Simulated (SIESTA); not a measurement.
CuO (Tenorite): band structure with LDA

CuO (Tenorite):

```
Cu O
1.0
     2.34185   -1.71130    0.00000
     2.34185    1.71130    0.00000
    -0.85003    0.00000    5.05787
Cu O
2 2
Cartesian
  0.7459 -0.8557 2.5289
  1.1709 0.8557 0.0000
  1.7043 0.2793 3.7934
  2.1293 -0.2793 1.2645
```

* Program: SIESTA 5.4.2
* Task: band structure
* Functional: LDA
* Potentials or basis: PseudoDojo 0.4 standard (LDA files)
* Basis: DZP (energy shift 0.003 Ry; two zetas on semicore shells)
* Grid cutoff: 800 Ry
* Energy shift: 0.003 Ry
* k mesh: 10 × 10 × 5
* Occupations: fermi-dirac, width 0.05 eV
* Spin: no spin polarisation

The pressure is -8.0 GPa, the largest force is 0.310 eV/Å and the band gap on the k mesh is none (metal or under the smearing width).

Forces on the atoms (eV/Å):
```
Cu   0.000  0.000  0.000
Cu   0.000  0.000  0.000
O    0.000 -0.310  0.000
O    0.000  0.310  0.000
```

Stress tensor (GPa, compression positive):
```
-8.14  0.00 -0.72
 0.00 -6.06  0.00
-0.72  0.00 -9.90
```

Levels at the corners of the path, in eV from the Fermi level:
```tsv
point	band 22	band 23	band 24	band 25	band 26	band 27	band 28	band 29
Γ	-2.21	-2.13	-1.63	0.26	0.96	1.87	6.12	8.36
Y	-2.10	-1.76	-1.14	-0.55	1.08	3.38	8.36	8.80
F	-1.81	-1.33	-1.25	-0.63	0.17	4.31	6.42	9.85
L	-1.62	-1.21	-1.21	-0.46	-0.46	5.33	5.33	9.97
I	-1.77	-1.41	-1.41	-0.32	-0.32	5.97	5.97	9.87
I1	-1.77	-1.41	-1.41	-0.32	-0.32	5.97	5.97	9.87
Z	-2.21	-1.44	-1.44	0.24	0.24	4.06	4.06	12.34
F1	-1.81	-1.33	-1.25	-0.63	0.17	4.31	6.42	9.85
Y	-2.10	-1.76	-1.14	-0.55	1.08	3.38	8.36	8.80
X1	-1.99	-1.44	-1.26	-1.23	0.90	4.92	7.43	8.84
X	-1.99	-1.44	-1.26	-1.23	0.90	4.92	7.43	8.84
Γ	-2.21	-2.13	-1.63	0.26	0.96	1.87	6.12	8.36
N	-1.54	-1.45	-1.35	-0.02	0.26	4.98	6.56	7.18
M	-2.13	-1.71	-1.54	-0.05	0.77	5.19	6.93	8.28
Γ	-2.21	-2.13	-1.63	0.26	0.96	1.87	6.12	8.36
```

It took 51 s on 1 thread of Intel(R) Xeon(R) Platinum 8488C (Sapphire Rapids) (shared host), peak memory 0.33 GiB.

Caveat: short orbitals over semicore shells can move pressures by several GPa; the basis of atomic orbitals isn't converged, which shifts pressures, moduli and gaps; the run has no spin polarisation, though such a crystal can be magnetic; semilocal functionals often make such compounds metallic where correlation or magnetic order opens a gap, which also shifts bond lengths. With open d or f shells a metallic result of LDA can be an artefact of self-interaction; +U or a hybrid may open a gap.
